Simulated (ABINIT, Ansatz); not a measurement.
# NaI (Fm-3m): bands and cutoff in G0W0 with ABINIT

Aim: raise bands and screening cutoff together for NaI (Fm-3m) and follow gap and time.

Calculated with ABINIT 10.8.3; PBE and many-body steps on it, plane waves.

**1. The structure**

Symmetry: Fm-3m, No. 225, cubic system. Conventional cell: a = 6.473 Å, b = 6.473 Å, c = 6.473 Å, α = 90.00°, β = 90.00°, γ = 90.00°. Na has 6 I at 3.24 Å nearest. I has 6 Na at 3.24 Å nearest. Farther neighbours and most contacts between anions are not listed.

Structure file:

```cif
data_structure
_symmetry_space_group_name_H-M 'P 1'
_symmetry_Int_Tables_number 1
_cell_length_a 4.5770
_cell_length_b 4.5770
_cell_length_c 4.5770
_cell_angle_alpha 60.000
_cell_angle_beta 60.000
_cell_angle_gamma 60.000
_cell_volume 67.80
loop_
_atom_site_label
_atom_site_type_symbol
_atom_site_fract_x
_atom_site_fract_y
_atom_site_fract_z
_atom_site_occupancy
Na1 Na 0.00000 0.00000 0.00000 1
I2 I 0.50000 0.50000 0.50000 1
```

The cell and positions come from the Crystallography Open Database and are kept as given unless a step says otherwise. Spin-orbit coupling is left out unless a step names it.

**2. Empty states on the mesh, 4×4×4 mesh, 177 bands**

This step: ABINIT 10.8.3; DFT, PBE, plane waves, norm-conserving pseudopotentials.

The sums over transitions need many empty states on a uniform mesh; this step solves for them.

Input file run.abi:

```
acell 3*1.0 Angstrom
rprim 
  0.000000000000 3.236400000000 3.236400000000
  3.236400000000 -0.000000000000 3.236400000000
  3.236400000000 3.236400000000 -0.000000000000
ntypat 2
znucl 11 53
natom 2
typat 1 2
xred 
  0.000000000000 0.000000000000 0.000000000000
  0.500000000000 0.500000000000 0.500000000000
pp_dirpath "pseudos"
pseudos "Na.upf, I.upf"
ecut 38
ngkpt 4 4 4
nshiftk 1
shiftk 0 0 0
kptopt 1
chksymbreak 0
iscf -2
irdden 1
istwfk *1
nband 177
nbdbuf 16
tolwfr 1e-09
nstep 60
prtvol 0
indata_prefix "in"
outdata_prefix "out"
tmpdata_prefix "tmp"
```

On the command line:

```sh
> OMP_NUM_THREADS=1 mpirun -n 4 abinit run.abi > log
```

Numbers of over 12 decimals in the logs are rounded to 6 here.

The program printed:

```text
.Version 10.8.3 of ABINIT. v10.8.2 released Aug 2026.

 Symmetries : space group Fm -3 m (#225); Bravais cF (face-center cubic)
[... echo of the input left out ...]
== DATASET  1 ==================================================================
-   mpi_nproc: 4, omp_nthreads: 1 (-1 if OMP is not activated)

--- !DatasetInfo
iteration_state: {dtset: 1, }
dimensions: {natom: 2, nkpt: 8, mband: 177, nsppol: 1, nspinor: 1, nspden: 1, mpw: 5124, }
cutoff_energies: {ecut:  38.0, pawecutdg:  -1.0, }
[...]
3.38638    3.38638    3.51961    3.52078    3.52078    3.52078    3.52119    3.52119
   3.57221    3.57221    3.57221    3.57275    3.76161    3.76161    3.76163    3.89881
   3.90273
 prteigrs : prtvol=0 or 1, do not print more k-points.

== END DATASET(S) ==============================================================
================================================================================

 -outvars: echo values of variables after computation  --------
            nband         177
             nkpt           8
          spgroup         225
 [... the other variables as echoed above ...]

 Calculation completed.
```

Elapsed: 2.4 min, on 4 MPI ranks of Arm Neoverse N1, shared host; peak memory 0.43 GiB; 9.5 min of CPU time.

This step gave:

```yaml
gap: 3.639 eV
k_of_the_valence_top: 0, 0, 0
k_of_the_conduction_bottom: 0, 0, 0
least_direct_gap: 3.639 eV
k_points_computed: 8
lowest_point_of_the_top_converged_band_above_the_valence_top: 92.0409 eV
```

On this mesh the gap is 3.639 eV.

The density comes from a self-consistent run that is not shown.

**3. Screening, 4×4×4 mesh, 27 bands, screening to 62.6 eV**

The RPA dielectric matrix is built and inverted for each q.

This step: RPA screening on PBE, plane waves, norm-conserving pseudopotentials.

Edit run.abi of step 2 so:

```diff
@@ -20,10 +20,11 @@
 chksymbreak 0
-iscf -2
-irdden 1
 istwfk *1
-nband 177
-nbdbuf 16
-tolwfr 1e-09
-nstep 60
-prtvol 0
+occopt 1
+irdwfk 1
+optdriver 3
+nband 27
+ecuteps 2.3
+inclvkb 2
+awtr 1
+symchi 1
 indata_prefix "in"
```

The program printed:

```text
.Version 10.8.3 of ABINIT. v10.8.2 released Aug 2026.

 Symmetries : space group Fm -3 m (#225); Bravais cF (face-center cubic)
[... echo of the input left out ...]
== DATASET  1 ==================================================================
-   mpi_nproc: 4, omp_nthreads: 1 (-1 if OMP is not activated)

--- !DatasetInfo
iteration_state: {dtset: 1, }
dimensions: {natom: 2, nkpt: 8, mband: 27, nsppol: 1, nspinor: 1, nspden: 1, mpw: 5124, }
cutoff_energies: {ecut:  38.0, pawecutdg:  -1.0, }
electrons: {nelect:   1.60000000E+01, charge:   0.00000000E+00, occopt:   1.00000000E+00, tsmear:   1.00000000E-02, }

 SCREENING: Calculation of the susceptibility and dielectric matrices

 Based on a program developped by R.W. Godby, V. Olevano, G. Onida, and L. Reining.
 Incorporated in ABINIT by V. Olevano, G.-M. Rignanese, and M. Torrent.
.Using double precision arithmetic ; gwpc =  8

[... cell and pseudopotentials left out ...]
--------------------------------------------------------------------------------

 ==== K-mesh for the wavefunctions ====
 Number of points in the irreducible wedge :     8
[... list of points left out ...]
 Together with 48 symmetry operations and time-reversal symmetry
 yields    64 points in the full Brillouin Zone.

 ==== Q-mesh for the screening function ====
 Number of points in the irreducible wedge :     8
[... list of points left out ...]
 Together with 48 symmetry operations and time-reversal symmetry
 yields    64 points in the full Brillouin Zone.

 setmesh: FFT mesh size selected  =    30x   30x   30
          total number of points  =        27000

 vcoul_init : cutoff-mode = AUXILIARY_FUNCTION
 q-points for optical limit:   1
     1)      0.000010    0.000020    0.000030

- screening: taking advantage of time-reversal symmetry
- Maximum band index for partially occupied states nbvw = 8
- Remaining bands to be divided among processors   nbcw = 19
- Number of bands treated by each node ~4

 Number of electrons calculated from density =   16.0000; Expected =   16.0000
 average of density, n =  0.034971
 r_s =    1.8970
 omega_plasma =   18.0389 [eV]

 calculating chi0 at frequencies [eV] :
  1    0.000000E+00    0.000000E+00
  2    0.000000E+00    1.803886E+01

--------------------------------------------------------------------------------
  q-point number  1        q = ( 0.000000, 0.000000, 0.000000) [r.l.u.]
--------------------------------------------------------------------------------
[... chi0 elements left out ...]
 For q-point:  0.000010 0.000020 0.000030
  dielectric constant =   3.2139
  dielectric constant without local fields =   3.9106

  Average fulfillment of the sum rule on Im[epsilon] for q-point    1 :     30.61  [%]
[... wings left out ...]
  q-point number  2        q = ( 0.250000, 0.000000, 0.000000) [r.l.u.]
--------------------------------------------------------------------------------
[... chi0 elements left out ...]
  Average fulfillment of the sum rule on Im[epsilon] for q-point    2 :     50.12  [%]

 [... 6 further q-points ...]
```

Wall time 12 s (4 MPI ranks); peak memory 0.58 GiB; 48 s of CPU time.

Numbers from this step:

* ε∞ with local fields, on this mesh, along the program's q direction: 3.214
* the same without local fields: 3.911
* plasma frequency: 18.04 eV
* plane waves in the screening matrix: 65

Local fields lower ε∞ by 18 %.

**4. 27 bands, 62.6 eV**

The self-energy is evaluated for the states that the input lists, and the levels follow from it, in one-shot runs by the linearised quasiparticle equation.

This step: G0W0 on PBE, plane waves, norm-conserving pseudopotentials.

Edit run.abi of step 3 so:

```diff
@@ -23,8 +23,15 @@
 irdwfk 1
-optdriver 3
+optdriver 4
 nband 27
+gwcalctyp 0
+ecutsigx 38
+symsigma 1
+nkptgw 1
+kptgw 
+  0.0000000000 0.0000000000 0.0000000000
+bdgw 
+  6 12
 ecuteps 2.3
-inclvkb 2
-awtr 1
-symchi 1
+irdscr 1
+ppmodel 1
 indata_prefix "in"
```

The program printed:

```text
.Version 10.8.3 of ABINIT. v10.8.2 released Aug 2026.

 Symmetries : space group Fm -3 m (#225); Bravais cF (face-center cubic)
[... echo of the input left out ...]
== DATASET  1 ==================================================================
-   mpi_nproc: 4, omp_nthreads: 1 (-1 if OMP is not activated)

--- !DatasetInfo
iteration_state: {dtset: 1, }
dimensions: {natom: 2, nkpt: 8, mband: 27, nsppol: 1, nspinor: 1, nspden: 1, mpw: 5124, }
cutoff_energies: {ecut:  38.0, pawecutdg:  -1.0, }
electrons: {nelect:   1.60000000E+01, charge:   0.00000000E+00, occopt:   1.00000000E+00, tsmear:   1.00000000E-02, }

 SIGMA: Calculation of the GW corrections

 Based on a program developped by R.W. Godby, V. Olevano, G. Onida, and L. Reining.
 Incorporated in ABINIT by V. Olevano, G.-M. Rignanese, and M. Torrent.
.Using double precision arithmetic ; gwpc =  8

[... cell and pseudopotentials left out ...]
--------------------------------------------------------------------------------

 ==== K-mesh for the wavefunctions ====
 Number of points in the irreducible wedge :     8
[... list of points left out ...]
 Together with 48 symmetry operations and time-reversal symmetry
 yields    64 points in the full Brillouin Zone.

 ==== Q-mesh for screening function ====
 Number of points in the irreducible wedge :     8
[... list of points left out ...]
 Together with 48 symmetry operations and time-reversal symmetry
 yields    64 points in the full Brillouin Zone.

 vcoul_init : cutoff-mode = AUXILIARY_FUNCTION
 q-points for optical limit:   1
     1)      0.000010    0.000020    0.000030
 setmesh: FFT mesh size selected  =    50x   50x   50
          total number of points  =       125000

 Number of electrons calculated from density =   16.0000; Expected =   16.0000
 average of density, n =  0.034971
 r_s =    1.8970
 omega_plasma =   18.0389 [eV]

 === KS Band Gaps ===
  >>>> For spin  1
   Minimum direct gap =   3.6392 [eV], located at k-point      :   0.0000  0.0000  0.0000
   Fundamental gap    =   3.6392 [eV], Top of valence bands at :   0.0000  0.0000  0.0000
                                       Bottom of conduction at :   0.0000  0.0000  0.0000
 SIGMA fundamental parameters:
 PLASMON POLE MODEL  1
 number of plane-waves for SigmaX                 5065
 number of plane-waves for SigmaC and W             65
 number of plane-waves for wavefunctions          5065
 number of bands                                    27
 number of independent spin polarizations            1
 number of spinorial components                      1
 number of k-points in IBZ                           8
 number of q-points in IBZ                           8
 number of symmetry operations                      48
 number of k-points in BZ                           64
 number of q-points in BZ                           64
 number of frequencies for dSigma/dE                 9
 frequency step for dSigma/dE [eV]                0.25
 number of omega for Sigma on real axis              0
 max omega for Sigma on real axis  [eV]           0.00
 zcut for avoiding poles [eV]                     0.10

 EPSILON^-1 parameters (SCR file):
 dimension of the eps^-1 matrix on file             65
 dimension of the eps^-1 matrix used                65
 number of plane-waves for wavefunctions          5065
 number of bands                                    27
 number of q-points in IBZ                           8
 number of frequencies                               2
 number of real frequencies                          1
 number of imag frequencies                          1

 matrix elements of self-energy operator (all in [eV])

 Perturbative Calculation

--- !SelfEnergy_ee
iteration_state: {dtset: 1, }
kpoint     : [   0.000,    0.000,    0.000, ]
spin       : 1
KS_gap     :    3.639
QP_gap     :    5.257
Delta_QP_KS:    1.618
data: !SigmaeeData |
     Band     E0 <VxcDFT>   SigX SigC(E0)      Z dSigC/dE  Sig(E)    E-E0       E
        6   0.107 -11.384 -14.313   2.098   0.812  -0.232 -12.059  -0.675  -0.568
        7   0.107 -11.384 -14.313   2.098   0.812  -0.232 -12.059  -0.675  -0.568
        8   0.107 -11.384 -14.313   2.098   0.812  -0.232 -12.059  -0.675  -0.568
        9   3.746  -7.312  -3.615  -2.579   0.844  -0.185  -6.369   0.943   4.689
       10   8.073  -7.141  -3.086  -2.673   0.837  -0.195  -5.985   1.156   9.229
       11   8.073  -7.141  -3.086  -2.673   0.837  -0.195  -5.985   1.156   9.229
       12   8.073  -7.141  -3.086  -2.673   0.837  -0.195  -5.985   1.156   9.229

== END DATASET(S) ==============================================================
================================================================================

 -outvars: echo values of variables after computation  --------
           etotal      0.0000000000E+00
            nband          27
             nkpt           8
          spgroup         225
 [... the other variables as echoed above ...]

 Calculation completed.
```

Elapsed: 4.7 s, on 4 MPI ranks; peak memory 0.37 GiB; 18 s of CPU time.

This step gave:

* G0W0 gap on the points computed: 5.257 eV
* starting gap on the mesh: 3.639 eV
* k of the valence top: 0, 0, 0
* k of the conduction bottom: 0, 0, 0
* Z at the valence top: 0.812
* Z at the conduction bottom: 0.844
* least direct G0W0 gap on the computed points: 5.257 eV

The gap on the mesh goes from 3.64 eV to 5.26 eV, a correction of +1.62 eV.

**5. Screening, 4×4×4 mesh, 70 bands, screening to 114.3 eV**

This step: RPA screening on PBE, plane waves, norm-conserving pseudopotentials.

Edit run.abi of step 4 so:

```diff
@@ -23,15 +23,8 @@
 irdwfk 1
-optdriver 4
-nband 27
-gwcalctyp 0
-ecutsigx 38
-symsigma 1
-nkptgw 1
-kptgw 
-  0.0000000000 0.0000000000 0.0000000000
-bdgw 
-  6 12
-ecuteps 2.3
-irdscr 1
-ppmodel 1
+optdriver 3
+nband 70
+ecuteps 4.2
+inclvkb 2
+awtr 1
+symchi 1
 indata_prefix "in"
```

The program printed:

```text
.Version 10.8.3 of ABINIT. v10.8.2 released Aug 2026.

 Symmetries : space group Fm -3 m (#225); Bravais cF (face-center cubic)
[... echo of the input left out ...]
== DATASET  1 ==================================================================
-   mpi_nproc: 4, omp_nthreads: 1 (-1 if OMP is not activated)

--- !DatasetInfo
iteration_state: {dtset: 1, }
dimensions: {natom: 2, nkpt: 8, mband: 70, nsppol: 1, nspinor: 1, nspden: 1, mpw: 5124, }
cutoff_energies: {ecut:  38.0, pawecutdg:  -1.0, }
electrons: {nelect:   1.60000000E+01, charge:   0.00000000E+00, occopt:   1.00000000E+00, tsmear:   1.00000000E-02, }

 SCREENING: Calculation of the susceptibility and dielectric matrices

 Based on a program developped by R.W. Godby, V. Olevano, G. Onida, and L. Reining.
 Incorporated in ABINIT by V. Olevano, G.-M. Rignanese, and M. Torrent.
.Using double precision arithmetic ; gwpc =  8

[... cell and pseudopotentials left out ...]
--------------------------------------------------------------------------------

 ==== K-mesh for the wavefunctions ====
 Number of points in the irreducible wedge :     8
[... list of points left out ...]
 Together with 48 symmetry operations and time-reversal symmetry
 yields    64 points in the full Brillouin Zone.

 ==== Q-mesh for the screening function ====
 Number of points in the irreducible wedge :     8
[... list of points left out ...]
 Together with 48 symmetry operations and time-reversal symmetry
 yields    64 points in the full Brillouin Zone.

 setmesh: FFT mesh size selected  =    32x   32x   32
          total number of points  =        32768

 vcoul_init : cutoff-mode = AUXILIARY_FUNCTION
 q-points for optical limit:   1
     1)      0.000010    0.000020    0.000030

- screening: taking advantage of time-reversal symmetry
- Maximum band index for partially occupied states nbvw = 8
- Remaining bands to be divided among processors   nbcw = 62
- Number of bands treated by each node ~15

 Number of electrons calculated from density =   16.0000; Expected =   16.0000
 average of density, n =  0.034971
 r_s =    1.8970
 omega_plasma =   18.0389 [eV]

 calculating chi0 at frequencies [eV] :
  1    0.000000E+00    0.000000E+00
  2    0.000000E+00    1.803886E+01

--------------------------------------------------------------------------------
  q-point number  1        q = ( 0.000000, 0.000000, 0.000000) [r.l.u.]
--------------------------------------------------------------------------------
[... chi0 elements left out ...]
 For q-point:  0.000010 0.000020 0.000030
  dielectric constant =   3.2336
  dielectric constant without local fields =   3.9319

  Average fulfillment of the sum rule on Im[epsilon] for q-point    1 :     57.56  [%]
[... wings left out ...]
  q-point number  2        q = ( 0.250000, 0.000000, 0.000000) [r.l.u.]
--------------------------------------------------------------------------------
[... chi0 elements left out ...]
  Average fulfillment of the sum rule on Im[epsilon] for q-point    2 :     68.53  [%]

 [... 6 further q-points ...]
```

It took 33 s on 4 MPI ranks; peak memory 0.84 GiB; 2.2 min of CPU time.

Numbers from this step:

| Property | Result |
| --- | --- |
| ε∞ with local fields, on this mesh, along the program's q direction | 3.234 |
| the same without local fields | 3.932 |
| plasma frequency | 18.04 eV |
| plane waves in the screening matrix | 169 |

[end of part 1 of 2]

[Paths, hosts, dates, memory and timing lines, banners, echoed tables and standing remarks are left out of the program output.]

[Logs are printed without paths, hosts, clocks, repeated set-up lines and the standing remarks that a program may print on its own settings, such as how far it seeks lower states.]

[Runs of the session that timed out or met a known fault of the program may be left out.]

[Hosts, paths, dates, database ids (printed as entryN), source tags and the programs' standing remarks are cut or masked in the printed files.]

[G0W0 gaps are taken among the corrected bands and points alone; a level outside them can change the order at an edge.]

[Where Ansatz stands beside ABINIT at settings called matched, ABINIT's density can come from a denser mesh and the files from another edition; pairs whose starting gaps differed by over 0.03 eV were left out, so agreement reads better than it is.]
